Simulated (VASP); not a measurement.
Write the native input for VASP 6.6.1 that does the following.

```
Task                   : single point
Functional             : PBE
Dispersion             : MBD
Potentials or basis    : VASP PAW PBE potentials, release 64 (C)
Cutoff                 : 520 eV
k mesh                 : 16 × 16 × 4
Occupations            : fermi-dirac, width 0.05 eV
Spin                   : no spin polarisation
Further INCAR settings : ALGO = Normal; EDIFF = 1e-06; NBANDS = 16
```

The structure of C lies in POSCAR:

```
C
1.0
    2.4610000000      0.0000000000      0.0000000000
   -1.2305000000      2.1312885187      0.0000000000
    0.0000000000      0.0000000000      6.7080000000
C
4
Direct
    0.0000000000      0.0000000000      0.2500000000
    0.3333333333      0.6666666667      0.2500000000
    0.5000000000      0.0000000000      0.7500000000
    0.8333333333      0.6666666667      0.7500000000
```

The cell was built by a generator and needn't be a form met in nature.

One way to write it, as run:

INCAR

```
ALGO = Normal
EDIFF = 1E-6
ENCUT = 520
GGA = PE
ISIF = 2
ISMEAR = -1
IVDW = 202
LASPH = True
LCHARG = True
LELF = True
LREAL = False
LVHAR = True
LWAVE = False
NBANDS = 16
NELM = 80
PREC = Accurate
SIGMA = 0.05
```

KPOINTS

```
k-points
0
Gamma
  16 16 4
```

Potentials or basis: VASP PAW PBE potentials, release 64 (C).

Launch:

```console
$ cat potpaw_PBE.64/C/POTCAR > POTCAR
$ mpirun -np 1 vasp_std > vasp.out
```

Results of the run:

* Pressure: 0.7 GPa
* Largest force: 0.013 eV/Å
* Band gap on the k mesh: 0.21 eV
* Dispersion energy per atom: -0.147 eV

Run time: 2.1 min on 1 thread of Intel(R) Xeon(R) Platinum 8488C (Sapphire Rapids), on a shared host, peak memory 0.2 GiB.
